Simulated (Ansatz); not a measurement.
# BN: the cost of one run

Method: DFT PBEsol, scalar-relativistic, plane waves, PAW, in Ansatz 0.2.0.

2 further runs of the same task are left out: 2 set aside as unsound or not needed.

## (1) The starting structure

The structure is cubic, space group F-43m (No. 216). Conventional cell: a = 3.606 Å, b = 3.606 Å, c = 3.606 Å, α = 90.00°, β = 90.00°, γ = 90.00°. B (site symmetry -43m) has 4 N at 1.56 Å as nearest neighbours. Around N (site symmetry -43m) lie 4 B at 1.56 Å.

Structure file:

```
CELL_PARAMETERS angstrom
0.00000 1.80285 1.80285
1.80285 0.00000 1.80285
1.80285 1.80285 0.00000
ATOMIC_POSITIONS crystal
B 0.00000 0.00000 0.00000
N 0.75000 0.75000 0.75000
```

It goes back to an entry of the Materials Project.

This cell was relaxed beforehand with the same method: volume 5.86 Å³/atom, gap on the mesh 4.30 eV.

## (2) The cell under 4 GPa

What is minimised here is the enthalpy; the energy can go up as the cell is squeezed.

input.yaml

```yaml
crystal:
  lattice:
    - [0.0, 1.8028454624, 1.8028454624]
    - [1.8028454624, 0.0, 1.8028454624]
    - [1.8028454624, 1.8028454624, 0.0]
  atoms:
    - { symbol: B, position: [0.0, 0.0, 0.0] }
    - { symbol: "N", position: [0.75, 0.75, 0.75] }
basis:
  ecutwfc: 420
kpoints:
  mp_grid: { grid: [12, 12, 12] }
hamiltonian:
  xc: pbesol
scf:
  occupations: { method: fixed }
output:
  forces: true
  stress: true
  eigenvalues: true
relax:
  adjacent_minimum: "off"
  f_tol: 0.001
  max_steps: 60
  cell: { stress_tol: 0.02, p_target: 4.0 }
```

The run is started by

```sh
$ ansatz run input.yaml --threads 1 --pin off --max-ram 3072MiB --backend cpu --events-out ev --progress --plain --runs-dir out
```

**Question.** How long does this run take on 1 thread of Intel Xeon Platinum 8259CL at 2.50GHz (Skylake/Cascade Lake), shared host, and how much memory does it need?

About 9.4 s, with a peak of 0.33 GiB.
